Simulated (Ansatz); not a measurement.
## Li2S: excitons and shallow donors from band masses and screening

These are results of DFT r2SCAN, scalar-relativistic, plane waves, PAW in Ansatz 0.2.0, not measurements.

Settings: cutoff 500 eV, Γ-centred mesh 8×8×8 on the computed 3-atom cell, Gaussian smearing of 0.02 eV; no spin polarisation.

Relaxed cell: Fm-3m, a = 5.689 Å, b = 5.689 Å, c = 5.689 Å, α = 90.00°, β = 90.00°, γ = 90.00°, 3 atoms in the primitive cell.

The calculation gives a Kohn–Sham gap of 3.87 eV, an electron mass of 0.396 mₑ and a hole mass of 0.743 mₑ (harmonic means over x, y, z and over the bands degenerate at each edge), and ε∞ = 3.90 (independent particles, mean of the diagonal).

Q: Estimate the binding energy and radius of a Wannier–Mott exciton and of a shallow donor, and say whether the hydrogenic model can hold.

A: The reduced mass is μ = mₙmₕ/(mₙ + mₕ) = 0.258 mₑ, with mₙ and mₕ the band masses. With E_b = 13.606 eV × μ/ε² and a = 0.529 Å × ε/μ (μ in mₑ) the exciton has E_b = 231 meV and a = 8.0 Å. For a donor μ is the electron mass: 355 meV and 5.2 Å. The radius isn't large against the shortest lattice vector (4.02 Å), so the continuum picture is doubtful and the numbers are only a scale. In a polar crystal the ions screen too, so a state bound more weakly than an optical phonon feels the larger static constant, which lowers the energy and widens the orbit. The other way, the small Kohn–Sham gap and the missing local fields make ε∞ too large and the masses tend to be too light, which underbinds. The edges lie at different points of the zone, so the exciton is indirect.